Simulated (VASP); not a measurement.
Write the native input for VASP 6.6.1 that does the following.

```
Task                   : relaxation of cell and atoms
Functional             : PBEsol
Potentials or basis    : VASP PAW PBE potentials, release 64 (Na_pv, S)
Cutoff                 : 600 eV
k mesh                 : 4 × 4 × 4
Occupations            : gaussian, width 0.02 eV
Spin                   : no spin polarisation
Further INCAR settings : ALGO = Normal; EDIFF = 1e-07; IBRION = 2; EDIFFG = -0.005; NSW = 90; ISIF = 3
```

The structure of Na2S lies in POSCAR:

```
Na2S
1.0
    0.0000000000      3.2491544900      3.2491544900
    3.2491544900      0.0000000000      3.2491544900
    3.2491544900      3.2491544900      0.0000000000
Na S
2 1
Direct
    0.2500000000      0.2500000000      0.2500000000
    0.7500000000      0.7500000000      0.7500000000
    0.0000000000      0.0000000000      0.0000000000
```

The cell comes from a database or a generator and needn't be the stable form of this composition.

One way to write it, as run:

INCAR

```
SYSTEM = Na2S
PREC = Accurate ; ENCUT = 600
EDIFF = 1E-7 ; ISMEAR = 0
SIGMA = 0.02 ; LREAL = .FALSE.
LASPH = .TRUE. ; NELM = 100
ALGO = Normal ; ISIF = 3
LWAVE = .FALSE. ; LCHARG = .FALSE.
GGA = PS ; IBRION = 2
NSW = 90 ; EDIFFG = -0.005
```

KPOINTS

```
Automatic mesh
0
G
  4 4 4
  0 0 0
```

Potentials or basis: VASP PAW PBE potentials, release 64 (Na_pv, S).

The run is started by

```sh
$ cat potpaw_PBE.64/Na_pv/POTCAR potpaw_PBE.64/S/POTCAR > POTCAR
$ mpirun -np 1 vasp_std > vasp.out
```

It gave:

* Relaxed volume: 22.95 Å³/atom
* Relaxed cell: a = 4.600 Å, b = 4.600 Å, c = 4.600 Å, α = 60.00°, β = 60.00°, γ = 60.00°
* Space group after relaxing (to 0.05 Å): Fm-3m (No. 225)
* Energy gained by relaxing: 0.0 meV/atom
* Ionic steps: 3
* Pressure after relaxing: 0.0 GPa
* Band gap on the k mesh: 2.41 eV, direct

Caveat: the PAW data sets were made with another functional, which shifts forces and pressure a little.

Wall time 14 s on 1 thread of Intel(R) Xeon(R) 6975P-C (Granite Rapids), on a shared host, peak memory 0.23 GiB.
